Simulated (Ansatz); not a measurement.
**Moving the functional in NiO2**

The structure is trigonal, space group R-3m (No. 166). Conventional cell: a = 2.804 Å, b = 2.804 Å, c = 20.923 Å, α = 90.00°, β = 90.00°, γ = 120.00°. Around Ni (site symmetry -3m) lie 6 O at 1.88 Å. O (site symmetry 3m) is surrounded by 3 Ni at 1.88 Å.

The cell comes from a database or a generator and needn't be the stable form of this composition.

Kept alike: task band structure; k mesh 11 × 11 × 11; occupations fermi-dirac, width 0.05 eV; collinear spin, ferromagnetic start. Program: Ansatz, Ansatz PAW. Cutoffs run from 420 to 500 eV. The mesh is that of the run's cell of 3 atoms. No spin-orbit coupling.

| run | band gap (eV) | pressure (GPa) |
| --- | --- | --- |
| A | 1.766 | -4.31 |
| B | 1.252 | -3.81 |
| C | 1.191 | -7.93 |

Pressure is positive in compression, with a Pulay correction for the finite cutoff. The moments vanished: the runs ended non-magnetic. Gaps are the smaller of the mesh's and the band path's. All rows use potentials made for PBE.

Question: The runs differ in the functional (and the cutoff that goes with it) alone: LDA; PBEsol; r2SCAN. Which run is which?

Answer: Run A is r2SCAN; run B is PBEsol; run C is LDA. The band gap runs from 1.191 (LDA) to 1.766 eV (r2SCAN). The pressure runs from -7.93 (LDA) to -3.81 GPa (PBEsol). A positive pressure means that the functional's own cell is larger than the one given, a negative one that it is smaller.

All three functionals describe NiO2 as a non-magnetic semiconductor, as expected for formally tetravalent nickel in an octahedral field: low-spin d6, with filled t2g and empty eg-derived states. The latter are σ-antibonding with strong O 2p admixture, so the gap reflects covalent Ni–O splitting as well as the ligand field. Since the geometry is fixed, the wider r2SCAN gap isn't a bond-length effect; it probably comes from the functional's orbital dependence, which separates filled and empty states more strongly.

Gap and pressure don't move together. LDA and PBEsol nearly agree on the gap but differ clearly in pressure, whereas PBEsol and r2SCAN show the reverse. LDA's strongest pull towards contraction fits its usual overbinding. The long c axis leaves the layers much further apart than in bulk delithiated nickelates, so the stress probably arises mainly within the layers, from the Ni–O bonds. The pressures therefore say little about how well each functional would describe the interlayer spacing.
